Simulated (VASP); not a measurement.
# GaN in VASP: one cell, several levels of theory

GaN (zincblende), under +1.0 % strain along z alone is computed at one geometry. Runs: PBE, r2SCAN. The results are then set beside those of Ansatz 0.2.0 for the same cell.

Program: VASP 6.6.1. PAW datasets, plane waves. The values are computed, spin-unpolarised, and not measurements.

## Step 1: The cell

The cell comes from an earlier relaxation with r2SCAN in another program, then strained, with the atoms relaxed again.

It is tetragonal, I-4m2 (No. 119); a = 3.180 Å, c = 4.543 Å in the conventional setting, 11.49 Å³ an atom. Ga has 4 N at 1.95 Å; N has 4 Ga at 1.95 Å.

Structure file:

```cif
data_structure
_symmetry_space_group_name_H-M 'P 1'
_symmetry_Int_Tables_number 1
_cell_length_a 3.1964
_cell_length_b 3.1964
_cell_length_c 3.1805
_cell_angle_alpha 60.165
_cell_angle_beta 60.165
_cell_angle_gamma 59.670
_cell_volume 22.98
loop_
_atom_site_label
_atom_site_type_symbol
_atom_site_fract_x
_atom_site_fract_y
_atom_site_fract_z
_atom_site_occupancy
Ga1 Ga 0.00000 0.00000 0.00000 1
N1 N 0.25000 0.25000 0.25000 1
```

## Step 2: PBE

Input file INCAR:

```
ENCUT = 520.000000
SIGMA = 0.020000
EDIFF = 1.00e-07
GGA = PE
PREC = Accurate
IBRION = -1
ISIF = 2
ISMEAR = -1
NBANDS = 16
NELM = 120
NSW = 0
LASPH = .TRUE.
LCHARG = .TRUE.
LELF = .TRUE.
LWAVE = .FALSE.
LREAL = .FALSE.
```

Input file KPOINTS:

```
KPOINTS created by Atomic Simulation Environment
0
Gamma
10 10 10
0 0 0
```

Input file KPOINTS_OPT:

```
special points
6
Reciprocal
0.0000000000 0.0000000000 0.0000000000 1
-0.5000000000 -0.5000000000 0.0000000000 1
-0.3750000000 -0.3750000000 0.2500000000 1
-0.3750000000 0.0000000000 0.3750000000 1
0.0000000000 0.0000000000 0.5000000000 1
-0.5000000000 -0.2500000000 0.2500000000 1
```

Input file POSCAR:

```
Ga N
 1.0000000000000000
     0.0000000000000000    2.2489525411000000    2.2714420665000001
     2.2489525411000000    0.0000000000000000    2.2714420665000001
     2.2489525411000000    2.2489525411000000    0.0000000000000000
 Ga  N
   1   1
Cartesian
  0.0000000000000000  0.0000000000000000  0.0000000000000000
  1.1244762705499998  1.1244762705499998  1.1357210332499998
```

The run uses the recommended PBE PAW datasets (18 valence electrons a neutral cell).

The run is started by

```sh
$ mpirun -np 1 vasp_std
```

Printed to the terminal (iteration lines stand in OSZICAR):

```text
POSCAR found type information on POSCAR GaN
 POSCAR found :  2 types and       2 ions
 LDA part: xc-table for (Slater+PW92), standard interpolation
 POSCAR, INCAR and KPOINTS ok, starting setup
 FFT: planning ... GRIDC
 FFT: planning ... GRID_SOFT
 FFT: planning ... GRID
 WAVECAR not read
 entering main loop
 Start KPOINTS_OPT (optional k-point list driver)
k-point batch [1-6\6]
```

OSZICAR:

```text
N       E                     dE             d eps       ncg     rms          rms(c)
DAV:   1     0.809073959692E+02    0.80907E+02   -0.94254E+03  3656   0.201E+03
DAV:   2    -0.853649600261E+01   -0.89444E+02   -0.83444E+02  3768   0.324E+02
DAV:   3    -0.140783553638E+02   -0.55419E+01   -0.55210E+01  3792   0.693E+01
DAV:   4    -0.141388507648E+02   -0.60495E-01   -0.60490E-01  4184   0.774E+00
DAV:   5    -0.141396281986E+02   -0.77743E-03   -0.77743E-03  3904   0.789E-01    0.770E+00
DAV:   6    -0.121447334953E+02    0.19949E+01   -0.49122E+00  4944   0.396E+01    0.268E+00
DAV:   7    -0.121529329891E+02   -0.81995E-02   -0.31823E-01  3568   0.660E+00    0.177E+00
DAV:   8    -0.121492830555E+02    0.36499E-02   -0.58775E-02  3760   0.325E+00    0.801E-01
DAV:   9    -0.121449999260E+02    0.42831E-02   -0.14325E-02  4960   0.270E+00    0.204E-01
DAV:  10    -0.121453710799E+02   -0.37115E-03   -0.14958E-03  3752   0.526E-01    0.102E-01
DAV:  11    -0.121452721639E+02    0.98916E-04   -0.28063E-04  4880   0.256E-01    0.788E-03
DAV:  12    -0.121452774174E+02   -0.52535E-05   -0.30176E-05  3832   0.518E-02    0.102E-02
DAV:  13    -0.121452771807E+02    0.23668E-06   -0.72241E-07  4016   0.140E-02    0.299E-03
DAV:  14    -0.121452771026E+02    0.78097E-07   -0.50830E-08  3048   0.284E-03
   1 F= -.12145277E+02 E0= -.12145277E+02  d E =-.241411E-10
       N       E                     dE             ncg
DAV:   1     0.230618565932E+04   -0.43117E+04      208
DAV:   2     0.172780117057E+04   -0.57838E+03      232
DAV:   3     0.169038468440E+04   -0.37416E+02      208
DAV:   4     0.168992722535E+04   -0.45746E+00      264
DAV:   5     0.168992226681E+04   -0.49585E-02      224
DAV:   6     0.168992213549E+04   -0.13132E-03      264
DAV:   7     0.168992213068E+04   -0.48092E-05      224
DAV:   8     0.168992213045E+04   -0.22683E-06      240
DAV:   9     0.168992213045E+04   -0.73287E-08      168
```

The lines after F= are the extra pass for the points of KPOINTS_OPT, at fixed density; their E is not a total energy.

From OUTCAR:

```text
k-points           NKPTS =    102   k-points in BZ     NKDIM =    102   number of bands    NBANDS=     16

   NELECT =      18.0000    total number of electrons

   dimension x,y,z NGX =    24 NGY =   24 NGZ =   24
   dimension x,y,z NGXF=    48 NGYF=   48 NGZF=   48

  energy-cutoff  :      520.00
  volume of cell :       22.98
      direct lattice vectors                 reciprocal lattice vectors
     0.000000000  2.248952541  2.271442067    -0.222325723  0.222325723  0.220124478
     2.248952541  0.000000000  2.271442067     0.222325723 -0.222325723  0.220124478
     2.248952541  2.248952541  0.000000000     0.222325723  0.222325723 -0.220124478

 k-points in reciprocal lattice and weights: KPOINTS created by Atomic Simulation Env
   0.00000000  0.00000000  0.00000000       0.001
   0.10000000 -0.00000000  0.00000000       0.008
   0.20000000 -0.00000000  0.00000000       0.008
   0.30000000  0.00000000  0.00000000       0.008
   0.40000000 -0.00000000  0.00000000       0.008
   0.50000000  0.00000000  0.00000000       0.004
   0.10000000  0.10000000  0.00000000       0.002
   0.20000000  0.10000000  0.00000000       0.008
[... 94 more k-points ...]

 E-fermi :   5.6156

 k-point     1 :       0.0000    0.0000    0.0000
  band No.  band energies     occupation
      1     -10.6611      2.00000
      2      -8.2067      2.00000
      3      -8.1960      2.00000
      4      -8.1960      2.00000
      5      -7.8840      2.00000
      6      -7.8838      2.00000
      7       5.2077      2.00000
      8       5.2545      2.00000
      9       5.2545      2.00000
     10       6.9380      0.00000
     11      15.5082      0.00000
     12      15.5082      0.00000
     13      15.5359      0.00000
     14      22.7922      0.00000
     15      23.8488      0.00000
     16      24.1759      0.00000

 k-point     2 :       0.1000   -0.0000    0.0000
  band No.  band energies     occupation
      1     -10.5520      2.00000
      2      -8.1904      2.00000
      3      -8.1826      2.00000
      4      -8.1596      2.00000
      5      -7.8853      2.00000
      6      -7.8850      2.00000
      7       4.1384      2.00000
      8       5.1153      2.00000
      9       5.1508      2.00000
     10       7.7986      0.00000
     11      15.0186      0.00000
     12      15.6772      0.00000
     13      15.6848      0.00000
     14      22.5824      0.00000
     15      22.8509      0.00000
     16      22.8746      0.00000

 k-point     3 :       0.2000   -0.0000    0.0000
  band No.  band energies     occupation
      1     -10.2778      2.00000
      2      -8.1586      2.00000
      3      -8.1514      2.00000
      4      -7.9967      2.00000
      5      -7.8849      2.00000
      6      -7.8829      2.00000
      7       2.3351      2.00000
      8       4.8486      2.00000
      9       4.8958      2.00000
     10       8.8768      0.00000
     11      14.2416      0.00000
     12      15.9249      0.00000
     13      15.9638      0.00000
     14      21.6173      0.00000
     15      21.9801      0.00000
     16      22.0679      0.00000

 k-point     4 :       0.3000    0.0000    0.0000
  band No.  band energies     occupation
      1      -9.9878      2.00000
      2      -8.1309      2.00000
      3      -8.1235      2.00000
      4      -7.8725      2.00000
      5      -7.8687      2.00000
      6      -7.5997      2.00000
      7       0.4742      2.00000
      8       4.5472      2.00000
      9       4.6077      2.00000
     10       9.5554      0.00000
     11      13.8757      0.00000
     12      15.8733      0.00000
     13      15.9740      0.00000
     14      20.9462      0.00000
     15      22.4690      0.00000
     16      22.4956      0.00000

 k-point     5 :       0.4000   -0.0000    0.0000
  band No.  band energies     occupation
      1      -9.8154      2.00000
      2      -8.1190      2.00000
      3      -8.1115      2.00000
      4      -7.8513      2.00000
      5      -7.8455      2.00000
      6      -6.9947      2.00000
      7      -1.0894      2.00000
      8       4.3215      2.00000
      9       4.3922      2.00000
     10       9.8054      0.00000
     11      13.8913      0.00000
     12      15.6335      0.00000
     13      15.7681      0.00000
     14      20.7881      0.00000
     15      23.8538      0.00000
     16      23.8771      0.00000

 k-point     6 :       0.5000    0.0000    0.0000
  band No.  band energies     occupation
      1      -9.7657      2.00000
      2      -8.1168      2.00000
      3      -8.1093      2.00000
      4      -7.8405      2.00000
      5      -7.8341      2.00000
      6      -6.6388      2.00000
      7      -1.7711      2.00000
      8       4.2388      2.00000
      9       4.3134      2.00000
     10       9.8490      0.00000
     11      13.9465      0.00000
     12      15.5156      0.00000
     13      15.6593      0.00000
     14      20.8363      0.00000
     15      24.8438      0.00000
     16      24.8718      0.00000

 k-point     7 :       0.1000    0.1000    0.0000
  band No.  band energies     occupation
      1     -10.5177      2.00000
      2      -8.1705      2.00000
      3      -8.1705      2.00000
      4      -8.1698      2.00000
      5      -7.8947      2.00000
      6      -7.8769      2.00000
      7       4.1181      2.00000
      8       4.9442      2.00000
      9       4.9442      2.00000
     10       8.0553      0.00000
     11      14.7141      0.00000
     12      15.8421      0.00000
     13      15.8422      0.00000
     14      20.4829      0.00000
     15      24.1681      0.00000
     16      24.8511      0.00000

 k-point     8 :       0.2000    0.1000    0.0000
  band No.  band energies     occupation
      1     -10.3009      2.00000
      2      -8.1546      2.00000
      3      -8.1382      2.00000
      4      -8.0528      2.00000
      5      -7.8936      2.00000
      6      -7.8702      2.00000
      7       2.8111      2.00000
      8       4.6157      2.00000
      9       4.7022      2.00000
     10       8.9771      0.00000
     11      14.0401      0.00000
     12      15.9277      0.00000
     13      16.1996      0.00000
     14      19.4784      0.00000
     15      23.8729      0.00000
     16      24.0221      0.00000

[... the tables of k-points 9 to 102 left out ...]

  Total        0.6777426      0.6777426      0.5011316      0.0000000      0.0000000     -0.0000000
  in kB       47.2588466     47.2588466     34.9437980      0.0000000      0.0000000     -0.0000000
  external PRESSURE =      43.1538304 kB  Pullay stress =       0.0000000 kB

 POSITION                                       TOTAL-FORCE (eV/Angst)
 -----------------------------------------------------------------------------------
      0.00000      0.00000      0.00000        -0.000000     -0.000000     -0.000000
      1.12448      1.12448      1.13572         0.000000      0.000000      0.000000
 -----------------------------------------------------------------------------------
    total drift:                                0.000001      0.000001      0.000002

  FREE ENERGIE OF THE ION-ELECTRON SYSTEM (eV)
  ---------------------------------------------------
  free  energy   TOTEN  =       -12.1452771026 eV

  energy  without entropy=      -12.1452771026  energy(sigma->0) =      -12.14527710
```

Hardware: 1 MPI rank of Intel Xeon Platinum 8488C, shared host.

The levels at the points of KPOINTS_OPT are read from vasprun.xml.

Band energies at the special points (eV, zero at the top of v, the last band that the electrons fill by count):

```csv
point,v−1,v,c,c+1
Γ,0.00,0.00,1.68,10.25
X,-2.65,-2.65,3.38,6.73
U,-4.25,-2.13,5.04,7.86
K,-4.24,-2.20,4.95,7.78
L,-1.02,-0.94,4.59,8.69
W,-3.69,-3.63,6.22,8.33
```

PBE gives a direct gap of 1.68 eV at Γ. The pressure is 4.32 GPa; the forces vanish within 0.01 eV/Å.

The maps below are laid out on this run's own conventional cell (a, b, c = 3.180, 3.180, 4.543 Å).

Density in a lattice plane of the grid's cell (edges 3.18 and 4.54 Å, at 0.000 of the third edge), which holds Ga and N.

Ten even steps from ' ' (0.04 e/Å³) to '@' (16.55 e/Å³):
```
%%##==..                  ..==##
==--::                      ::--
....                          ..
                                
                                
                                
                                
                                
                                
                                
                                
                                
              ......            
            ....::....          
            ..::::::..          
            ....::::..          
....        ..........        ..
==--::                      ::--
%%**==..                  ..==**
@@%%++::                  ::++%%
```
Columns run along the first of these edges and rows up along the second, over one cell in 16 and 20 even steps from the bottom left corner. Atoms in the plane (fractional): Ga at (0.00, 0.00), N at (0.50, 0.25).

ELF in the same plane.

Values, 12 rows by 8 columns:
```
0.05 0.11 0.24 0.17 0.15 0.17 0.24 0.11
0.21 0.23 0.18 0.10 0.05 0.09 0.18 0.23
0.17 0.15 0.11 0.05 0.03 0.05 0.11 0.15
0.08 0.07 0.05 0.04 0.05 0.04 0.05 0.07
0.03 0.03 0.04 0.10 0.15 0.10 0.04 0.03
0.01 0.03 0.14 0.37 0.49 0.37 0.14 0.03
0.03 0.10 0.44 0.72 0.79 0.72 0.44 0.10
0.08 0.26 0.67 0.76 0.60 0.76 0.67 0.26
0.17 0.33 0.78 0.69 0.12 0.69 0.78 0.33
0.21 0.30 0.68 0.83 0.60 0.83 0.68 0.31
0.05 0.15 0.43 0.74 0.79 0.74 0.43 0.15
0.22 0.04 0.28 0.35 0.48 0.35 0.27 0.04
```
Columns run along the first of these edges and rows up along the second, over one cell in 8 and 12 even steps from the bottom left corner. Atoms in the plane (fractional): Ga at (0.00, 0.00), N at (0.50, 0.25).

Both are smooth fields of the valence electrons: close to the nuclei they are not physical.

Outside the cores ELF peaks at 0.86 on the N–Ga line, 0.7 Å from N.

[end of part 1 of 2]
